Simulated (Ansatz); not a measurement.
## Elastic constants of CsI (Pm-3m), step by step

```
CELL_PARAMETERS angstrom
4.50319 0.00000 0.00000
0.00000 4.50319 0.00000
0.00000 0.00000 4.50319
ATOMIC_POSITIONS crystal
Cs 0.00000 0.00000 0.00000
I 0.50000 0.50000 0.50000
```

The conventional cell has a = 4.503 Å, b = 4.503 Å, c = 4.503 Å, α = 90.00°, β = 90.00°, γ = 90.00°. Around Cs (atom 1) lie 8 I at 3.90 Å. Around I (atom 2) lie 8 Cs at 3.90 Å.

Computed, not measured; unless marked otherwise by PBEsol, all-electron LAPW in Ansatz 0.2.0, scalar-relativistic. k mesh 6×6×6, fixed occupations, basis error target 1 meV/atom. The cell was relaxed by PAW under this functional, which moved its volume by -4 % from the database entry's.

The cell is cubic and carries a residual pressure of 0.04 GPa at this level. Each strain component that symmetry leaves independent is applied at ±0.008, the ions relax wherever a strain frees them, and the stress (tension positive, GPa) is read. Shears are engineering strains, γ = 2ε.

```
strain    size      σxx      σyy      σzz      σyz     σxz     σxy
    xx  -0.008  -0.2423  -0.0943  -0.0943   0.0000  0.0000  0.0000
    xx  +0.008   0.1604   0.0162   0.0162   0.0000  0.0000  0.0000
    yz  -0.008  -0.0390  -0.0386  -0.0386  -0.0589  0.0000  0.0000
    yz  +0.008  -0.0390  -0.0386  -0.0386   0.0589  0.0000  0.0000
```

A central difference gives one constant, for example C11 ≈ (0.1604 − (-0.2423))/(0.016) = 25.2 GPa; the program then imposes the crystal's symmetry on the whole matrix.

**Question.** What are the independent elastic constants?

**Answer.** C11 = 25.2, C12 = 6.9, C44 = 7.4 GPa.

**Question.** Do they meet the Born conditions?

**Answer.** C11 − C12 = 18.3, C11 + 2C12 = 39.0 and C44 = 7.4 GPa must all be positive, so the crystal is elastically stable; that says nothing yet of its phonons.

**Question.** What moduli does a random aggregate of grains have?

**Answer.** B = (C11 + 2C12)/3 = 13.0 GPa. G_V = (C11 − C12 + 3C44)/5 = 8.1 and G_R = 5(C11 − C12)C44/(4C44 + 3(C11 − C12)) = 8.0, so G_H = 8.0 GPa. Then E = 9BG/(3B + G) = 20.0 GPa, ν = (3B − 2G)/(6B + 2G) = 0.244 and B/G = 1.62, on the brittle side of Pugh's 1.75 (a rule of thumb, made for metals; it doesn't predict ductility here).

**Question.** With the density of 4.724 g/cm³, how fast does sound travel, and what Debye temperature follows?

**Answer.** 

```tsv
direction	slow (m/s)	middle (m/s)	fast (m/s)
[100]	1248	1248	2308
[110]	1248	1390	2226
[111]	1344	1344	2197
```

The mean of v⁻³ over directions and branches gives v_m = 1444 m/s and θ_D = (ħ/k_B) v_m (6π²n)^(1/3) = 120 K, n being atoms per volume. Young's modulus spans 19 to 22 GPa over directions, and the universal anisotropy index is 0.06.

**Question.** How far do the constants move if PAW replaces LAPW in the same cell?

**Answer.** 

```json
{"constant": "C11", "LAPW (GPa)": "25.2", "PAW (GPa)": "25.1", "difference": "-0.1"}
{"constant": "C12", "LAPW (GPa)": "6.9", "PAW (GPa)": "6.9", "difference": "0.0"}
{"constant": "C44", "LAPW (GPa)": "7.4", "PAW (GPa)": "7.3", "difference": "-0.1"}
```

**Question.** How do the constants change if the ions are clamped to the homogeneous strain?

**Answer.** None moves by more than 0.3 GPa: by symmetry a homogeneous strain puts no force on these sites.

**Question.** What happens at 20 GPa (cell relaxed there)?

**Answer.** The volume falls to 0.6283 of its value, and C11 = 107.5, C12 = 85.2, C44 = 69.8 GPa (slopes of the stress), in this structure whether or not another phase takes over.

Caveats: the frozen-core PAW files of the compared runs were fitted under PBE, their cores solved anew for this functional.
